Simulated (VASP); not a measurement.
## Si7W4 (a cell with a defect): single point with PBEsol

The system is Si7W4 (a cell with a defect).

```xyz
11
Lattice="-3.2034 3.2034 7.8135 1.6017 -1.6017 3.9067 3.2034 3.2034 -7.8135" Properties=species:S:1:pos:R:3 pbc="T T T"
Si    0.0311    0.0332    2.6027
Si   -0.0499   -0.0446    5.2173
Si    1.6139    1.5895   -0.8026
Si   -1.6349    1.5706    6.5094
Si   -1.5571    1.6516    9.1240
Si    0.0296    3.1738    2.5455
Si   -0.0323    3.2357    5.2912
W     1.6674    1.5360   -3.9087
W     3.1504    3.1480   -7.8009
W    -0.0494    3.2529    0.0443
W     1.6571    4.8582   -3.8941
```

The cell isn't the ideal one: hop of Si into the vacancy.

| Quantity | Value |
| --- | --- |
| Program | VASP 6.6.1 |
| Task | single point |
| Functional | PBEsol |
| Potentials or basis | VASP PAW PBE potentials, release 64 (Si, W_sv) |
| Cutoff | 520 eV |
| k mesh | 5 × 5 × 5 |
| Occupations | gaussian, width 0.05 eV |
| Spin | no spin polarisation |

| Item | Value |
| --- | --- |
| Pressure | -0.1 GPa |
| Largest force | 1.618 eV/Å |
| Band gap on the k mesh | none (metal or under the smearing width) |

Forces on the atoms (eV/Å):
```
Si  -0.043 -0.026  0.158
Si  -0.019  0.011  0.128
Si   0.032 -0.032 -1.618
Si   0.026  0.043  0.158
Si  -0.011  0.019  0.128
Si  -0.012  0.012  0.245
Si   0.008 -0.008  0.078
W   -0.064  0.064  0.289
W    0.080  0.073  0.150
W    0.076 -0.076  0.134
W   -0.073 -0.080  0.150
```

Stress tensor (GPa, compression positive):
```
-2.72 -0.30  0.39
-0.30 -2.72 -0.39
 0.39 -0.39  5.00
```

Levels at points of the mesh, in eV from the Fermi level:
| k point | band 40 | band 41 | band 42 | band 43 | band 44 | band 45 |
| --- | --- | --- | --- | --- | --- | --- |
| (0.00, 0.00, 0.00) | -0.90 | -0.40 | 0.27 | 0.44 | 1.37 | 3.02 |

Wall time 7.6 min on 1 thread of Intel(R) Xeon(R) 6975P-C (Granite Rapids), with other jobs on the host, peak memory 0.57 GiB.

Caveat: the k mesh is coarse (spacing up to 0.42 Å⁻¹), so the values aren't converged; the PAW data sets were made with another functional, which shifts forces and pressure a little. Spin-orbit coupling is left out, which matters for the levels of W.
